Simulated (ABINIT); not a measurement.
# Sb (Im-3m) in ABINIT: single point with PBEsol

Aim: the single point of Sb with PBEsol.

All numbers are computed with ABINIT 10.8.3 (patched build); they aren't measurements. Logs are shortened: lines on timing, memory, paths and dates and some standing lists are left out, and cuts for length are marked. The log counts tension as positive stress, the text compression.

## Step 1: The structure

It takes space group Im-3m (No. 229, cubic). Conventional cell: a = 3.743 Å, b = 3.743 Å, c = 3.743 Å, α = 90.00°, β = 90.00°, γ = 90.00°. Around Sb (site symmetry m-3m) lie 8 Sb at 3.24 Å.

This isn't the form of Sb at room conditions, which is rhombohedral.

## Step 2: Single point, PBEsol

File run.abi:

```
# Pseudopotentials
pp_dirpath "./"
pseudos "Sb.upf"

# Structure
acell 6.1250889618 6.1250889618 6.1250889618
rprim
    -0.5773502692     0.5773502692     0.5773502692
     0.5773502692    -0.5773502692     0.5773502692
     0.5773502692     0.5773502692    -0.5773502692
ntypat 1
znucl 51
natom 1
typat 1
xred
     0.0000000000     0.0000000000     0.0000000000

# Plane-wave basis
ecut 36.0

# k points
kptopt 1
ngkpt 8 8 8
nshiftk 1
shiftk 0.0 0.0 0.0

# Exchange and correlation
ixc -116133

# Bands and occupations
nband 12
occopt 3
tsmear 0.00183747

# SCF cycle
nstep 100
tolvrs 1.0e-10

# Output
iomode 3
prtwf 0
prteig 0
prtebands 0
enunit 1
prtden 1
prtvha 1
prtvclmb 1
prtpot 1
prtelf 1
```

Potentials or basis: PseudoDojo NC SR PBEsol v0.4.1 standard.

On the command line:

```sh
abinit run.abi > log 2>&1
```

run.abo:

```text
.Version 10.8.3 of ABINIT
 Symmetries : space group Im -3 m (#229); Bravais cI (body-center cubic)
================================================================================
 Values of the parameters that define the memory need of the present run
     intxc =       0    ionmov =       0      iscf =       7    lmnmax =       6
     lnmax =       6     mgfft =      36  mpssoang =       3    mqgrid =    3001
     natom =       1  nloc_mem =       1    nspden =       1   nspinor =       1
    nsppol =       1      nsym =      48    n1xccc =    2501    ntypat =       1
    occopt =       3   xclevel =       2
       mpw =        1841          nfft =       46656          nkpt =          29
================================================================================
================================================================================

--------------------------------------------------------------------------------
------------- Echo of variables that govern the present computation ------------
--------------------------------------------------------------------------------
 -outvars: echo values of preprocessed input variables --------
            acell      6.1250889618E+00  6.1250889618E+00  6.1250889618E+00 Bohr
              amu      1.21753000E+02
             ecut      3.60000000E+01 Hartree
           enunit           1
              ixc     -116133
         kptrlatt        8    0    0      0    8    0      0    0    8
          kptrlen      4.90007117E+01
            natom           1
            nband          12
            ngfft          36      36      36
             nkpt          29
            nstep         100
             nsym          48
           ntypat           1
           occopt           3
        prtebands           0
           prteig           0
           prtelf           1
           prtpot           1
         prtvclmb           1
           prtvha           1
            prtwf           0
            rprim     -5.7735026920E-01  5.7735026920E-01  5.7735026920E-01
                       5.7735026920E-01 -5.7735026920E-01  5.7735026920E-01
                       5.7735026920E-01  5.7735026920E-01 -5.7735026920E-01
          spgroup         229
           tolvrs      1.00000000E-10
           tsmear      1.83747000E-03 Hartree
            typat      1
            znucl       51.00000

================================================================================

 chkinp: Checking input parameters for consistency.

================================================================================
== DATASET  1 ==================================================================

--- !DatasetInfo
iteration_state: {dtset: 1, }
dimensions: {natom: 1, nkpt: 29, mband: 12, nsppol: 1, nspinor: 1, nspden: 1, mpw: 1841, }
cutoff_energies: {ecut:  36.0, pawecutdg:  -1.0, }
electrons: {nelect:   1.50000000E+01, charge:   0.00000000E+00, occopt:   3.00000000E+00, tsmear:   1.83747000E-03, }
[... 71 lines left out ...]
etotal    :  -9.07751908E+01
entropy   :   0.00000000E+00
fermie    :   3.02909711E-01
cartesian_stress_tensor: # hartree/bohr^3
- [  8.85228544E-05,   0.00000000E+00,   0.00000000E+00, ]
- [  0.00000000E+00,   8.85228544E-05,   0.00000000E+00, ]
- [  0.00000000E+00,   0.00000000E+00,   8.85228544E-05, ]
pressure_GPa:  -2.6044E+00
xred      :
- [  0.0000E+00,   0.0000E+00,   0.0000E+00, Sb]
cartesian_forces: # hartree/bohr
- [ -0.00000000E+00,  -0.00000000E+00,  -0.00000000E+00, ]
force_length_stats: {min:   0.00000000E+00, max:   0.00000000E+00, mean:   0.00000000E+00, }
...

 Integrated electronic density in atomic spheres:
 ------------------------------------------------
 Atom  Sphere_radius  Integrated_density
    1        2.00000         11.17353440
================================================================================

 ----iterations are completed or convergence reached----

 Mean square residual over all n,k,spin=   16.018E-07; max=  28.423E-05
 reduced coordinates (array xred) for    1 atoms
       0.000000000000      0.000000000000      0.000000000000
 rms dE/dt=  0.0000E+00; max dE/dt=  0.0000E+00; dE/dt below (all hartree)
    1       0.000000000000      0.000000000000      0.000000000000

 cartesian coordinates (angstrom) at end:
    1      0.00000000000000     0.00000000000000     0.00000000000000

 cartesian forces (hartree/bohr) at end:
    1     -0.00000000000000    -0.00000000000000    -0.00000000000000
 frms,max,avg= 0.0000000E+00 0.0000000E+00   0.000E+00  0.000E+00  0.000E+00 h/b

 cartesian forces (eV/Angstrom) at end:
    1     -0.00000000000000    -0.00000000000000    -0.00000000000000
 frms,max,avg= 0.0000000E+00 0.0000000E+00   0.000E+00  0.000E+00  0.000E+00 e/A
 length scales=  6.125088961800  6.125088961800  6.125088961800 bohr
              =  3.241257491139  3.241257491139  3.241257491139 angstroms
 Fermi (or HOMO) energy (eV) =   8.24259   Average Vxc (eV)= -11.17847
 Eigenvalues (   eV  ) for nkpt=  29  k points:
 kpt#   1, nband= 12, wtk=  0.00195, kpt=  0.0000  0.0000  0.0000 (reduced coord)
 -20.85312  -20.85312  -20.85312  -20.77684  -20.77684   -4.73277   14.01519   14.01519
  14.01519   19.76708   19.76874   19.76938
 prteigrs : prtvol=0 or 1, do not print more k-points.

--- !EnergyTerms
iteration_state     : {dtset: 1, }
comment             : Components of total free energy in Hartree
kinetic             :  5.32036334363708E+01
hartree             :  1.93583793081086E+01
xc                  : -2.25156244603995E+01
Ewald energy        : -5.78869501622571E+01
psp_core            :  2.23492112630236E+00
local_psp           : -6.59823043013293E+01
non_local_psp       : -1.91870392608632E+01
internal            : -9.07749843140673E+01
'-kT*entropy'       : -2.06487999289045E-04
total_energy        : -9.07751908020666E+01
total_energy_eV     : -2.47011877846765E+03
band_energy         : -7.09259517237645E+00
...

 Cartesian components of stress tensor (hartree/bohr^3)
  sigma(1 1)=  8.85228544E-05  sigma(3 2)=  0.00000000E+00
  sigma(2 2)=  8.85228544E-05  sigma(3 1)=  0.00000000E+00
  sigma(3 3)=  8.85228544E-05  sigma(2 1)=  0.00000000E+00

-Cartesian components of stress tensor (GPa)         [Pressure= -2.6044E+00 GPa]
- sigma(1 1)=  2.60443229E+00  sigma(3 2)=  0.00000000E+00
- sigma(2 2)=  2.60443229E+00  sigma(3 1)=  0.00000000E+00
- sigma(3 3)=  2.60443229E+00  sigma(2 1)=  0.00000000E+00

== END DATASET(S) ==============================================================
================================================================================

 -outvars: echo values of variables after computation  --------
            acell      6.1250889618E+00  6.1250889618E+00  6.1250889618E+00 Bohr
           etotal     -9.0775190802E+01
            fcart     -0.0000000000E+00 -0.0000000000E+00 -0.0000000000E+00
            rprim     -5.7735026920E-01  5.7735026920E-01  5.7735026920E-01
                       5.7735026920E-01 -5.7735026920E-01  5.7735026920E-01
                       5.7735026920E-01  5.7735026920E-01 -5.7735026920E-01
           strten      8.8522854373E-05  8.8522854373E-05  8.8522854373E-05
                       0.0000000000E+00  0.0000000000E+00  0.0000000000E+00
 Calculation completed.
```

Run time: 17 s. Hardware: 1 thread of Arm Neoverse V1, shared host; peak memory 0.07 GiB.

Results:

* Free energy: -2470.1188 eV
* Pressure: -2.6 GPa
* Band gap on the k mesh: none (metal or under the smearing width)
* Valence electrons inside the program's atomic spheres: Sb 11.17 (radii [1.0584] Å)

Spin-orbit coupling is left out, which matters for the levels of Sb.
